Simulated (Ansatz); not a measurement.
## Relaxing an invented Sb structure

All numbers below come from DFT PBE, scalar-relativistic, plane waves, PAW (Ansatz). Cutoff 420 eV, Gaussian smearing, Γ-centred meshes. Cell and atoms relax first on a coarse mesh and then on a finer one. In between, the cell is made exact in the group found at 0.06 Å. In metals the finer mesh still leaves noise of several meV/atom or more. The steps can't lower the symmetry of their start. No spin polarisation.

Recipe of this trial structure of Sb: 5-, 6-connected net of one element (P4/mbm, No. 127). Its size is a rough estimate.

```
Sb
1.0
     7.32243    0.00000    0.00000
     0.00000    7.32243    0.00000
     0.00000    0.00000    2.90209
Sb
6
Direct
  0.50000 0.50000 0.00000
  0.00000 0.00000 0.00000
  0.86318 0.63682 0.00000
  0.13682 0.36318 0.00000
  0.63682 0.13682 0.00000
  0.36318 0.86318 0.00000
```

Energies count from the standard state of Sb at the same level.

**Question.** Where does the relaxation end?

**Answer.** The symmetry stays P4/mbm (No. 127). The volume per atom grows by 26.4 %, from 25.9 to 32.8 Å³. The shortest distance goes from 2.83 Å (Sb–Sb) to 2.92 Å (Sb–Sb). The energy falls by about 0.32 eV/atom (the start's value is from the coarse mesh). Conventional cell: a = 7.916 Å, c = 3.139 Å. Around Sb on a site of symmetry 4/m lie 6 Sb at 3.10–3.14 Å; Sb on a site of symmetry m2m has 1 Sb at 2.92 Å and 4 Sb at 3.10–3.14 Å.

```xyz
6
Lattice="7.9162 0.0000 0.0000 0.0000 7.9162 0.0000 0.0000 0.0000 3.1393" Properties=species:S:1:pos:R:3 pbc="T T T"
Sb    3.9581    3.9581    0.0000
Sb    0.0000    0.0000    0.0000
Sb    6.8851    4.9892    0.0000
Sb    1.0311    2.9270    0.0000
Sb    4.9892    1.0311    0.0000
Sb    2.9270    6.8851    0.0000
```

**Question.** How does it come out in energy, and is it a metal?

**Answer.** The energy over the standard state is +0.12 eV/atom and the gap on the 6×6×12 mesh of the 6-atom cell is 0 eV (a metal).

So it is a metastable form at best.

The last run used Gaussian smearing of 0.10 eV. Spin–orbit coupling, which can matter for Sb, is left out. Symmetry constrained the relaxation, so the result can be a saddle point. In all, the 3 runs took 7 min on 1 thread of Arm Neoverse V1 (shared host). Another cell of Sb relaxed alike, in Pnma, lies 80 meV/atom lower, so this cell isn't the stable form at this level.
